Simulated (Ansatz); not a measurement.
**SiC (wurtzite) under strain**

SiC built on the wurtzite prototype, relaxed with r2SCAN in Ansatz 0.2.0. It is hexagonal, P6_3mc (No. 186); conventional cell a = 3.075 Å, c = 5.048 Å, 10.34 Å³ an atom. Si has 4 C at 1.88–1.90 Å; C has 4 Si at 1.88–1.90 Å.

The axes x, y and z are those of this cell:
```xyz
4
Lattice="3.0754 0.0000 0.0000 -1.5377 2.6633 0.0000 0.0000 0.0000 5.0481" Properties=species:S:1:pos:R:3 pbc="T T T"
Si    0.0000    1.7756   -0.0021
Si    1.5377    0.8878    2.5220
C     0.0000    1.7756    1.8951
C     1.5377    0.8878    4.4192
```

Unstrained: The PBE gap is indirect, 2.277 eV (Γ to K), below the direct gap of 3.978 eV at M. r2SCAN gives an indirect gap of 2.653 eV, from Γ to K; the least direct gap is 4.476 eV at M. With HSE06 the valence top lies at Γ and the conduction bottom at K, 3.160 eV higher; the smallest vertical gap, at M, is 5.060 eV. Meshes: PBE 12×12×6, r2SCAN 12×12×6, HSE06 6×6×4. Strains are changes of length per length. After each strain the atoms were relaxed again with r2SCAN within the symmetry that the strain leaves, so tilts or polar shifts that break it weren't tested; points keep the names that they have in the unstrained zone. Calculated for a static, non-magnetic cell.

Changes of the least gap in eV (an overlap counts as a negative gap):

| strain | volume change (%) | space group | PBE | r2SCAN | HSE06 | energy rise, r2SCAN (meV/atom) |
| --- | --- | --- | --- | --- | --- | --- |
| isotropic -5.36 % on every length | -15.2 | P6_3mc | -0.326 | -0.273 | -0.282 | 222.2 |

Isotropic -5.36 % on every length. HSE06: the gap goes from 3.160 to 2.878 eV (-0.282 eV); with r2SCAN the top three valence levels at Γ, grouped 2+1 from the top over 112 meV, become 2+1 over 124 meV. Stress change with r2SCAN, compression positive: xx +52.05, yy +52.05, zz +50.68 GPa. For HSE06, dE_g/d ln V = 1.7 eV over this step.

The meshes of the hybrids are coarse, so their gaps aren't converged to the digits shown.

The splittings at Γ are without spin-orbit coupling, which regroups them where it is of like size or larger.
